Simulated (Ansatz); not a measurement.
**GaCo: moment against volume**

Aim: scale the cell of GaCo and follow its moments, with and without spin polarisation. The runs shown use LAPW and crystal datasets. Companion runs by PAW are cited. Its runs: free moments (LAPW); volume scaled by 0.66 (LAPW and crystal datasets); volume scaled by 0.8 (LAPW); volume scaled by 0.86 (LAPW); volume scaled by 1.04 (LAPW); volume scaled by 1.04, no spin polarisation (LAPW); volume scaled by 1.1 (LAPW); volume scaled by 1.1, no spin polarisation (LAPW).

Program: Ansatz 0.2.0. Level of theory: DFT LDA, with the methods named in each step. These are calculated values, not measurements.

**1. The system as given**

It takes space group Pm-3m (No. 221, cubic). The conventional cell has a = 2.878 Å, b = 2.878 Å, c = 2.878 Å, α = 90.00°, β = 90.00°, γ = 90.00°. Around Ga (site symmetry m-3m) lie 8 Co at 2.49 Å. Around Co (site symmetry m-3m) lie 8 Ga at 2.49 Å.

Coordinates:

```cif
data_structure
_symmetry_space_group_name_H-M 'Pm-3m'
_symmetry_Int_Tables_number 221
_cell_length_a 2.8780
_cell_length_b 2.8780
_cell_length_c 2.8780
_cell_angle_alpha 90.000
_cell_angle_beta 90.000
_cell_angle_gamma 90.000
_cell_volume 23.84
loop_
_atom_site_label
_atom_site_type_symbol
_atom_site_symmetry_multiplicity
_atom_site_Wyckoff_symbol
_atom_site_fract_x
_atom_site_fract_y
_atom_site_fract_z
_atom_site_occupancy
Ga1 Ga 1 b 0.50000 0.50000 0.50000 1
Co1 Co 1 a 0.00000 0.00000 0.00000 1
```

The file gives the conventional cell by its symmetry; the runs use the cell typed in the input.

Atoms are numbered in the order of the input: Ga1, Co2.

**2. Free moments, LAPW**

Contents of input.yaml:

```yaml
crystal:
  lattice:
    - [2.878, 0.0, 0.0]
    - [0.0, 2.878, 0.0]
    - [0.0, 0.0, 2.878]
  atoms:
    - { symbol: Ga, position: [0.5, 0.5, 0.5] }
    - { symbol: Co, position: [0.0, 0.0, 0.0], spin: 2.0 }
magnetization:
  spin_polarized: true
kpoints:
  mp_grid: { grid: [11, 11, 11] }
scf:
  occupations: { method: fermi_dirac, width: 0.08 }
  lower_state_search: "off"
hamiltonian:
  xc: lda
  pseudopotentials: { kind: all_electron, lapw: { basis_error: 0.001 } }
output:
  forces: true
  stress: true
  eigenvalues: false
  populations: true
```

On the command line:

```console
$ ansatz run input.yaml --threads 1 --pin off --max-ram 3072MiB --backend cpu --events-out ev --progress --plain --runs-dir out
```

The log of the run (excerpt; [...] marks lines left out):

```text
settings of this run that can trade accuracy for cost: output.eigenvalues: false. Do not mix this run's numbers with those of runs without the same settings; the input reference describes each key
Ga: projections on atomic orbitals take those of the free atom 1s2 2s2 2p6 3s2 3p6 3d10 4s2 4p1, of charge +0.00 (hamiltonian.pseudopotentials.projection_atoms)
Co: projections on atomic orbitals take those of the free atom 1s2 2s2 2p6 3s2 3p6 3d7 4s2, of charge +0.00 (hamiltonian.pseudopotentials.projection_atoms)
LAPW: plane waves up to 8.994 Å⁻¹, error target 1.0e-3 eV per atom; small_component_spin mean_spin; Co in spheres of 1.245 Å, 17 of its electrons in bands, Dirac shells []; Ga in spheres of 1.247 Å, 21 of its electrons in bands, Dirac shells []
[...]
Pseudopotentials: kind: all_electron
Pseudopotential: Ga, LAPW, valence charge 21, Koelling and Harmon's equation, gaussian nucleus
Pseudopotential: Co, LAPW, valence charge 17, Koelling and Harmon's equation, gaussian nucleus
Functional definition: SPW92
[...]
Crystal: 2 atoms, lattice volume = 23.838 Å³
Basis set: ecut = 308.191255625579 eV, 257 PW (Γ), exchange–correlation at level 2
Bands: 24, of which v1, the nominal top of the filled ones, is band 19 counted from 1 (18 counted from 0)
Symmetry: 48 space group operations
Space group: Pm-3m (ITA 221), of the structure as read, at distance tolerance 2.9e-5 Å
Magnetic group: BNS 221.92 (UNI 1594), of the structure as read, at distance tolerance 2.9e-5 Å
k-points: 56 of 1331
[...]
Starting moments: Σ|m| = 2 μB on 1 of 2 sites
[...]
SCF iter  19: F=-90678.905819 eV  HF=-90678.905819 eV  |F-HF|=1.46e-11  |Δ(HF+E_count)|=  7.28e-10  Δρ=8.50e-8 (↑1.71e-8 ↓8.50e-8)  dr2=2.15e-12  dr2_m=4.67e-13  M=-0.000 μB ∫|m|=0.000 μB  ethr=1.88e-12 (applied; sched 1.00e-12)  ⟨swp⟩=2.0  Hψ=7552  notcnv=0
WARN: the starting moments were not kept: the SCF closed with an absolute magnetisation of 6.4e-6 μB, where they sum to 2 μB in size (1 site). That is at most 0.1 of that sum. Measured as dr2_m measures the in/out step, that magnetisation stands 7.4e-12 eV from none, at or under the [...]
SCF converged after 19 iterations
Magnetization: -0.0000 μB (19.0000 up, 19.0000 down)
Absolute magnetization: 0.0000 μB (∫|ρ↑−ρ↓|)
Spin contamination: 0.0000 ħ² per cell (⟨S²⟩ above its minimum at these occupations)
Per-site moments (μB) at R_I (Å): [(4.623011964355328e-7, 1.2474457853402088), (-5.204060100183483e-6, 1.2449752896114368)]
Free energy (F): -90678.905819 eV
[...]
E sigma→0 (E₀):  -90678.892352 eV
Entropy (-TS):   -0.026935 eV (-13.467 meV/atom)
Fermi energy:    18.287512 eV
[...]
--- Forces (eV/Å), atoms counted from 1 ---
  atom   1  Ga    -0.00000000     0.00000000     0.00000000
  atom   2  Co    -0.00000000     0.00000000     0.00000000
[...]
--- Stress (GPa, compression-positive) ---
      -13.197366       0.000000       0.000000
        0.000000     -13.197366      -0.000000
        0.000000      -0.000000     -13.197366
  P = ⅓ Tr σ = -13.1974 GPa (-131.974 kbar)
--- Löwdin populations: 2 sites ---
  site symbol       q [e]    m [muB]
     0     Ga     31.4342     0.0000
     1     Co     26.4501    -0.0000
  spilling = 0.001995 (of n_electrons = 58.000000)
settings of this run that can trade accuracy for cost: output.eigenvalues: false. Do not mix this run's numbers with those of runs without the same settings; the input reference describes each key
```

It took 32 s on 1 thread of Intel Xeon at 2.60GHz (Ice Lake), shared host; peak memory 0.51 GiB.

Result: total moment 0.00 μB; site moments Ga1 0.00, Co2 0.00 μB; pressure -13.20 GPa.

**3. Volume scaled by 0.66, LAPW**

Changes to input.yaml since step 2:

```diff
@@ -2,5 +2,5 @@
   lattice:
-    - [2.878, 0.0, 0.0]
-    - [0.0, 2.878, 0.0]
-    - [0.0, 0.0, 2.878]
+    - [2.5057559375, 0.0, 0.0]
+    - [0.0, 2.5057559375, 0.0]
+    - [0.0, 0.0, 2.5057559375]
   atoms:
```

On the command line:

```console
$ ansatz run input.yaml --threads 1 --pin off --max-ram 3072MiB --backend cpu --events-out ev --progress --plain --runs-dir out
```

The log of the run (excerpt; [...] marks lines left out):

```text
settings of this run that can trade accuracy for cost: output.eigenvalues: false. Do not mix this run's numbers with those of runs without the same settings; the input reference describes each key
Ga: projections on atomic orbitals take those of the free atom 1s2 2s2 2p6 3s2 3p6 3d10 4s2 4p1, of charge +0.00 (hamiltonian.pseudopotentials.projection_atoms)
Co: projections on atomic orbitals take those of the free atom 1s2 2s2 2p6 3s2 3p6 3d7 4s2, of charge +0.00 (hamiltonian.pseudopotentials.projection_atoms)
LAPW: plane waves up to 10.579 Å⁻¹, error target 1.0e-3 eV per atom; small_component_spin mean_spin; Co in spheres of 1.080 Å, 17 of its electrons in bands, Dirac shells []; Ga in spheres of 1.090 Å, 21 of its electrons in bands, Dirac shells []
[...]
[... 4 set-up lines as earlier in the session ...]
[...]
WARN: the starting moments were not kept: the SCF closed with an absolute magnetisation of 1.3e-6 μB, where they sum to 2 μB in size (1 site). That is at most 0.1 of that sum. Measured as dr2_m measures the in/out step, that magnetisation stands 3.4e-13 eV from none, at or under the [...]
Magnetization: 0.0000 μB (19.0000 up, 19.0000 down)
Absolute magnetization: 0.0000 μB (∫|ρ↑−ρ↓|)
Spin contamination: 0.0000 ħ² per cell (⟨S²⟩ above its minimum at these occupations)
Per-site moments (μB) at R_I (Å): [(7.461103734840435e-8, 1.0897036275979377), (8.914187024089415e-7, 1.080344637624515)]
Free energy (F): -90676.547611 eV
[...]
E sigma→0 (E₀):  -90676.539450 eV
Entropy (-TS):   -0.016323 eV (-8.161 meV/atom)
Fermi energy:    29.832266 eV
[...]
--- Forces (eV/Å), atoms counted from 1 ---
  atom   1  Ga     0.00000000     0.00000000     0.00000000
  atom   2  Co    -0.00000000     0.00000000    -0.00000000
[...]
--- Stress (GPa, compression-positive) ---
      166.272223      -0.000000       0.000000
       -0.000000     166.272223       0.000000
        0.000000       0.000000     166.272223
  P = ⅓ Tr σ = 166.2722 GPa (1662.722 kbar)
--- Löwdin populations: 2 sites ---
  site symbol       q [e]    m [muB]
     0     Ga     31.3086     0.0000
     1     Co     26.5709     0.0000
  spilling = 0.002078 (of n_electrons = 58.000000)
settings of this run that can trade accuracy for cost: output.eigenvalues: false. Do not mix this run's numbers with those of runs without the same settings; the input reference describes each key
```

It took 32 s on 1 thread of Intel Xeon at 2.60GHz (Ice Lake), shared host; peak memory 0.53 GiB.

Result: total moment 0.00 μB; site moments Ga1 0.00, Co2 0.00 μB; pressure 166.27 GPa.

**4. Volume scaled by 0.66, crystal datasets**

Changes to input.yaml since step 3:

```diff
@@ -17,3 +17,3 @@
   xc: lda
-  pseudopotentials: { kind: all_electron, lapw: { basis_error: 0.001 } }
+  pseudopotentials: { kind: all_electron, datasets: crystal }
 output:
@@ -22,2 +22 @@
   eigenvalues: false
-  populations: true
```

On the command line:

```console
$ ansatz run input.yaml --threads 1 --pin off --max-ram 3072MiB --backend cpu --events-out ev --progress --plain --runs-dir out
```

The log of the run (excerpt; [...] marks lines left out):

```text
settings of this run that can trade accuracy for cost: output.eigenvalues: false. Do not mix this run's numbers with those of runs without the same settings; the input reference describes each key
[...]
[... 1 set-up line as earlier in the session ...]
Pseudopotential: Ga, paw, valence charge 21, recommended cutoff 460 eV (normal), Koelling and Harmon's equation, gaussian nucleus
Pseudopotential: Co, paw, valence charge 17, recommended cutoff 460 eV (normal), Koelling and Harmon's equation, gaussian nucleus
[... 1 set-up line as earlier in the session ...]
[...]
Crystal: 2 atoms, lattice volume = 15.733 Å³
Basis set: ecut = 460 eV, 365 PW (Γ)
Bands: 24, of which v1, the nominal top of the filled ones, is band 19 counted from 1 (18 counted from 0)
[... 1 set-up line as earlier in the session ...]
Space group: Pm-3m (ITA 221), of the structure as read, at distance tolerance 2.5e-5 Å
Magnetic group: BNS 221.92 (UNI 1594), of the structure as read, at distance tolerance 2.5e-5 Å
k-points: 56 of 1331
[...]
Starting moments: Σ|m| = 2 μB on 1 of 2 sites
[...]
WARN: the starting moments were not kept: the SCF closed with an absolute magnetisation of 2.1e-6 μB, where they sum to 2 μB in size (1 site). That is at most 0.1 of that sum. Measured as dr2_m measures the in/out step, that magnetisation stands 2.0e-12 eV from none, at or under the [...]
By the cutoff:   a pressure is off by up to 0.013 GPa (1.2 times the spheres' own share and the shells' term, over an atom's volume, and 0.004 GPa: a bound that held against runs at twice the plane waves)
Past the cutoffs: a stress includes 0.0078 GPa for waves and charges beyond them, in addition to the slope of what the spheres take
In the spheres:  the bands' charges fall short by 3.2e-6 e at most (sound up to 1e-3)
Fermi energy:    29.832296 eV
[...]
  The terms above E_closure are by the made datasets' own strengths, without shells solved beside the bands.
--- Forces (eV/Å), atoms counted from 1 ---
  atom   1  Ga    -0.00000000     0.00000000     0.00000000
  atom   2  Co    -0.00000000     0.00000000    -0.00000000
[...]
--- Stress (GPa, compression-positive) ---
      166.271102      -0.000000       0.000000
        0.000000     166.271102       0.000000
        0.000000       0.000000     166.271102
  P = ⅓ Tr σ = 166.2711 GPa (1662.711 kbar)
settings of this run that can trade accuracy for cost: output.eigenvalues: false. Do not mix this run's numbers with those of runs without the same settings; the input reference describes each key
```

Wall time 24 s (1 thread of Intel Xeon at 2.60GHz (Ice Lake), shared host); peak memory 0.81 GiB.

Result: total moment 0.00 μB; site moments Ga1 0.00, Co2 0.00 μB; pressure 166.27 GPa.

**5. Volume scaled by 0.8, LAPW**

Contents of input.yaml:

```yaml
crystal:
  lattice:
    - [2.6716985326, 0.0, 0.0]
    - [0.0, 2.6716985326, 0.0]
    - [0.0, 0.0, 2.6716985326]
  atoms:
    - { symbol: Ga, position: [0.5, 0.5, 0.5] }
    - { symbol: Co, position: [0.0, 0.0, 0.0], spin: 2.0 }
magnetization:
  spin_polarized: true
kpoints:
  mp_grid: { grid: [11, 11, 11] }
scf:
  occupations: { method: fermi_dirac, width: 0.08 }
  lower_state_search: "off"
hamiltonian:
  xc: lda
  pseudopotentials: { kind: all_electron, lapw: { basis_error: 0.001 } }
output:
  forces: true
  stress: true
  eigenvalues: false
  populations: true
```

On the command line:

```console
$ ansatz run input.yaml --threads 1 --pin off --max-ram 3072MiB --backend cpu --events-out ev --progress --plain --runs-dir out
```

The log of the run (excerpt; [...] marks lines left out):

```text
settings of this run that can trade accuracy for cost: output.eigenvalues: false. Do not mix this run's numbers with those of runs without the same settings; the input reference describes each key
Ga: projections on atomic orbitals take those of the free atom 1s2 2s2 2p6 3s2 3p6 3d10 4s2 4p1, of charge +0.00 (hamiltonian.pseudopotentials.projection_atoms)
Co: projections on atomic orbitals take those of the free atom 1s2 2s2 2p6 3s2 3p6 3d7 4s2, of charge +0.00 (hamiltonian.pseudopotentials.projection_atoms)
LAPW: plane waves up to 9.820 Å⁻¹, error target 1.0e-3 eV per atom; small_component_spin mean_spin; Co in spheres of 1.154 Å, 17 of its electrons in bands, Dirac shells []; Ga in spheres of 1.160 Å, 21 of its electrons in bands, Dirac shells []
[...]
[... 4 set-up lines as earlier in the session ...]
[...]
WARN: the starting moments were not kept: the SCF closed with an absolute magnetisation of 2.9e-7 μB, where they sum to 2 μB in size (1 site). That is at most 0.1 of that sum. Measured as dr2_m measures the in/out step, that magnetisation stands 1.5e-14 eV from none, at or under the [...]
Magnetization: 0.0000 μB (19.0000 up, 19.0000 down)
Absolute magnetization: 0.0000 μB (∫|ρ↑−ρ↓|)
Spin contamination: 0.0000 ħ² per cell (⟨S²⟩ above its minimum at these occupations)
Per-site moments (μB) at R_I (Å): [(1.6988279227803105e-8, 1.160122721483445), (2.0245060028400985e-7, 1.1536360445240692)]
Free energy (F): -90678.581776 eV
[...]
E sigma→0 (E₀):  -90678.571704 eV
Entropy (-TS):   -0.020145 eV (-10.072 meV/atom)
Fermi energy:    23.895396 eV
[...]
--- Forces (eV/Å), atoms counted from 1 ---
  atom   1  Ga    -0.00000000    -0.00000000     0.00000000
  atom   2  Co    -0.00000000     0.00000000     0.00000000
[...]
--- Stress (GPa, compression-positive) ---
       47.019923      -0.000000      -0.000000
       -0.000000      47.019923      -0.000000
       -0.000000      -0.000000      47.019923
  P = ⅓ Tr σ = 47.0199 GPa (470.199 kbar)
--- Löwdin populations: 2 sites ---
  site symbol       q [e]    m [muB]
     0     Ga     31.3799     0.0000
     1     Co     26.5023     0.0000
  spilling = 0.002031 (of n_electrons = 58.000000)
settings of this run that can trade accuracy for cost: output.eigenvalues: false. Do not mix this run's numbers with those of runs without the same settings; the input reference describes each key
```

It took 31 s on 1 thread of Intel Xeon at 2.60GHz (Ice Lake), shared host; peak memory 0.51 GiB.

Read from it: total moment 0.00 μB; site moments Ga1 0.00, Co2 0.00 μB; pressure 47.02 GPa.

**6. Volume scaled by 0.86, LAPW**

Changes to input.yaml since step 5:

```diff
@@ -2,5 +2,5 @@
   lattice:
-    - [2.6716985326, 0.0, 0.0]
-    - [0.0, 2.6716985326, 0.0]
-    - [0.0, 0.0, 2.6716985326]
+    - [2.7368874619, 0.0, 0.0]
+    - [0.0, 2.7368874619, 0.0]
+    - [0.0, 0.0, 2.7368874619]
   atoms:
```

On the command line:

```console
$ ansatz run input.yaml --threads 1 --pin off --max-ram 3072MiB --backend cpu --events-out ev --progress --plain --runs-dir out
```

The log of the run (excerpt; [...] marks lines left out):

```text
settings of this run that can trade accuracy for cost: output.eigenvalues: false. Do not mix this run's numbers with those of runs without the same settings; the input reference describes each key
Ga: projections on atomic orbitals take those of the free atom 1s2 2s2 2p6 3s2 3p6 3d10 4s2 4p1, of charge +0.00 (hamiltonian.pseudopotentials.projection_atoms)
Co: projections on atomic orbitals take those of the free atom 1s2 2s2 2p6 3s2 3p6 3d7 4s2, of charge +0.00 (hamiltonian.pseudopotentials.projection_atoms)
LAPW: plane waves up to 9.546 Å⁻¹, error target 1.0e-3 eV per atom; small_component_spin mean_spin; Co in spheres of 1.182 Å, 17 of its electrons in bands, Dirac shells []; Ga in spheres of 1.188 Å, 21 of its electrons in bands, Dirac shells []
[...]
[... 4 set-up lines as earlier in the session ...]
[...]
WARN: the starting moments were not kept: the SCF closed with an absolute magnetisation of 2.2e-7 μB, where they sum to 2 μB in size (1 site). That is at most 0.1 of that sum. Measured as dr2_m measures the in/out step, that magnetisation stands 8.3e-15 eV from none, at or under the [...]
Magnetization: 0.0000 μB (19.0000 up, 19.0000 down)
Absolute magnetization: 0.0000 μB (∫|ρ↑−ρ↓|)
Spin contamination: 0.0000 ħ² per cell (⟨S²⟩ above its minimum at these occupations)
Per-site moments (μB) at R_I (Å): [(-2.143690380762564e-8, 1.1877459242465431), (1.587341476039228e-7, 1.1824681097390297)]
Free energy (F): -90678.877068 eV
[...]
E sigma→0 (E₀):  -90678.866030 eV
Entropy (-TS):   -0.022077 eV (-11.039 meV/atom)
Fermi energy:    21.940835 eV
[...]
--- Forces (eV/Å), atoms counted from 1 ---
  atom   1  Ga    -0.00000000    -0.00000000    -0.00000000
  atom   2  Co    -0.00000000     0.00000000     0.00000000
[...]
--- Stress (GPa, compression-positive) ---
       20.766949      -0.000000       0.000000
       -0.000000      20.766949      -0.000000
        0.000000      -0.000000      20.766949
  P = ⅓ Tr σ = 20.7669 GPa (207.669 kbar)
--- Löwdin populations: 2 sites ---
  site symbol       q [e]    m [muB]
     0     Ga     31.4005    -0.0000
     1     Co     26.4824     0.0000
  spilling = 0.002018 (of n_electrons = 58.000000)
settings of this run that can trade accuracy for cost: output.eigenvalues: false. Do not mix this run's numbers with those of runs without the same settings; the input reference describes each key
```

Run time: 33 s. Hardware: 1 thread of Intel Xeon at 2.60GHz (Ice Lake), shared host; peak memory 0.51 GiB.

Read from it: total moment 0.00 μB; site moments Ga1 0.00, Co2 0.00 μB; pressure 20.77 GPa.

**7. Volume scaled by 1.04, LAPW**

Changes to input.yaml since step 6:

```diff
@@ -2,5 +2,5 @@
   lattice:
-    - [2.7368874619, 0.0, 0.0]
-    - [0.0, 2.7368874619, 0.0]
-    - [0.0, 0.0, 2.7368874619]
+    - [2.9158727642, 0.0, 0.0]
+    - [0.0, 2.9158727642, 0.0]
+    - [0.0, 0.0, 2.9158727642]
   atoms:
```

On the command line:

```console
$ ansatz run input.yaml --threads 1 --pin off --max-ram 3072MiB --backend cpu --events-out ev --progress --plain --runs-dir out
```

The log of the run (excerpt; [...] marks lines left out):

```text
settings of this run that can trade accuracy for cost: output.eigenvalues: false. Do not mix this run's numbers with those of runs without the same settings; the input reference describes each key
Ga: projections on atomic orbitals take those of the free atom 1s2 2s2 2p6 3s2 3p6 3d10 4s2 4p1, of charge +0.00 (hamiltonian.pseudopotentials.projection_atoms)
Co: projections on atomic orbitals take those of the free atom 1s2 2s2 2p6 3s2 3p6 3d7 4s2, of charge +0.00 (hamiltonian.pseudopotentials.projection_atoms)
LAPW: plane waves up to 8.855 Å⁻¹, error target 1.0e-3 eV per atom; small_component_spin mean_spin; Co in spheres of 1.262 Å, 17 of its electrons in bands, Dirac shells []; Ga in spheres of 1.263 Å, 21 of its electrons in bands, Dirac shells []
[...]
[... 4 set-up lines as earlier in the session ...]
[...]
WARN: the starting moments were not kept: the SCF closed with an absolute magnetisation of 1.4e-5 μB, where they sum to 2 μB in size (1 site). That is at most 0.1 of that sum. Measured as dr2_m measures the in/out step, that magnetisation stands 4.7e-11 eV from none, at or under the [...]
Magnetization: 0.0000 μB (19.0000 up, 19.0000 down)
Absolute magnetization: 0.0000 μB (∫|ρ↑−ρ↓|)
Spin contamination: 0.0000 ħ² per cell (⟨S²⟩ above its minimum at these occupations)
Per-site moments (μB) at R_I (Å): [(-5.725654919075396e-7, 1.263445478595738), (1.3483119921886555e-5, 1.2617743717759056)]
Free energy (F): -90678.810491 eV
[...]
E sigma→0 (E₀):  -90678.796283 eV
Entropy (-TS):   -0.028416 eV (-14.208 meV/atom)
Fermi energy:    17.423174 eV
[...]
--- Forces (eV/Å), atoms counted from 1 ---
  atom   1  Ga    -0.00000000     0.00000000    -0.00000000
  atom   2  Co    -0.00000000    -0.00000000     0.00000000
[...]
--- Stress (GPa, compression-positive) ---
      -18.603139       0.000000       0.000000
        0.000000     -18.603139       0.000000
        0.000000       0.000000     -18.603139
  P = ⅓ Tr σ = -18.6031 GPa (-186.031 kbar)
--- Löwdin populations: 2 sites ---
  site symbol       q [e]    m [muB]
     0     Ga     31.4410    -0.0000
     1     Co     26.4436     0.0000
  spilling = 0.001989 (of n_electrons = 58.000000)
settings of this run that can trade accuracy for cost: output.eigenvalues: false. Do not mix this run's numbers with those of runs without the same settings; the input reference describes each key
```

Run time: 35 s. Hardware: 1 thread of Intel Xeon at 2.60GHz (Ice Lake), shared host; peak memory 0.5 GiB.

Result: total moment 0.00 μB; site moments Ga1 0.00, Co2 0.00 μB; pressure -18.60 GPa.

[end of part 1 of 2]
